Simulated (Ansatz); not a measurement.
A run of Ansatz 0.2.0 is set up as follows.

run.py

```python
import json

import ase.io
import numpy as np

import ansatz as az

atoms = ase.io.read("POSCAR", format="vasp")

calculation = (
    az.Crystal.from_ase(atoms)
    .calculation()
    .kpoints(6, 6, 5)
    .functional("hiss")
    .pseudopotentials(kind="paw", source="jth")
    .occupations(method="fermi_dirac", width=0.025)
    .exact_exchange(singularity="none")
    .density()
    .potential()
    .output_files(volumetric_format="npy")
    .electron_localization_function()
    .forces()
    .stress()
    .band_table(publish=True)
)
outcome = calculation.run(threads=2, events_out="events.jsonl")

report = outcome.report
for line in open("events.jsonl"):
    event = json.loads(line)
    if event["event"] == "scf_iter":
        d = event["data"]
        print(f"SCF {d['iter']:3d}  HF = {d['harris_foulkes_ev']:.6f} eV  dr2 = {d['dr2_ev']:.2e} eV")
    elif event["event"] in ("relax_step", "md_step"):
        d = event["data"]
        print(f"{event['event']} {d['step']:3d}  E = {d['lagrangian_ev']:.6f} eV")
np.set_printoptions(precision=5, suppress=True, linewidth=110)
print("converged:", report["converged"], "after", report["n_iterations"], "iterations")
print(f"free energy {report['free_energy_ev']:.6f} eV, Fermi level {report['fermi_energy_ev']:.4f} eV")
for key in ("band_edges_ev", "magnetization_mub", "site_moments_mub", "site_moments_nc_mub", "forces_ev_ang",
                "stress_gpa"):
    if report.get(key) is not None:
        print(key, np.array(report[key]), sep="\n")
```

File POSCAR:

```
HfB2
1.0
    3.0975623654      0.0000000000      0.0000000000
   -1.5487811827      2.6825676982      0.0000000000
    0.0000000000      0.0000000000      3.4329672075
Hf B
1 2
Direct
    0.0000000000      0.0000000000      0.0000000000
    0.6666666667      0.3333333333      0.5000000000
    0.3333333333      0.6666666667      0.5000000000
```

Potentials or basis: JTH PAW.

Run with:

```bash
$ python run.py
```

Q: What does it give for the band gap on the k mesh?

A: None (metal or under the smearing width).

Q: Estimate the pressure.

A: 7.8 GPa.

Stress tensor (GPa, compression positive):
```
8.82 0.00 0.00
0.00 8.82 0.00
0.00 0.00 5.75
```

Caveat: the k mesh is coarse (spacing up to 0.39 Å⁻¹), so the values aren't converged, least of all with exact exchange; the thresholds are loose for stress. Spin-orbit coupling is left out, which matters for the levels of Hf.
